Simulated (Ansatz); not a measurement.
This Ge2N structure is the end of a relaxation. The cell was found from a structure generator's guess, not taken from experiment.

Method: DFT PBE, scalar-relativistic, plane waves, PAW in Ansatz 0.2.0. Cutoff 420 eV, Γ-centred mesh, Gaussian smearing, no spin polarisation.

```
Ge N
1.0
     2.65490   -3.63339    0.00000
     2.65490    3.63339    0.00000
     0.00000    0.00000    2.85498
Ge N
2 1
Direct
  0.19741 0.80259 0.00000
  0.80259 0.19741 0.00000
  0.00000 0.00000 0.50000
```

The zero of energy is the elements' standard structures at the same level (N₂ as a molecule); no fitted shifts are applied.

Question: What space group does it have?

Answer: Cmmm (No. 65). Conventional cell: a = 5.310 Å, b = 7.267 Å, c = 2.855 Å. Ge has 2 N at 2.02 Å; N has 4 Ge at 2.02 Å.

Question: What is its formation energy per atom?

Answer: +0.47 eV/atom. The separate elements lie lower, so it is unstable against them.

Question: Is it a metal?

Answer: Yes, bands cross the Fermi level on the 12×12×16 mesh.

The last run used a 12×12×16 mesh (in the run's order of axes) for its 3-atom cell and Gaussian smearing of 0.10 eV. An odd number of electrons in the primitive cell allows no gap without spin; a larger cell or a magnetic state could open one. A structure relaxed within its symmetry needn't be a true minimum.
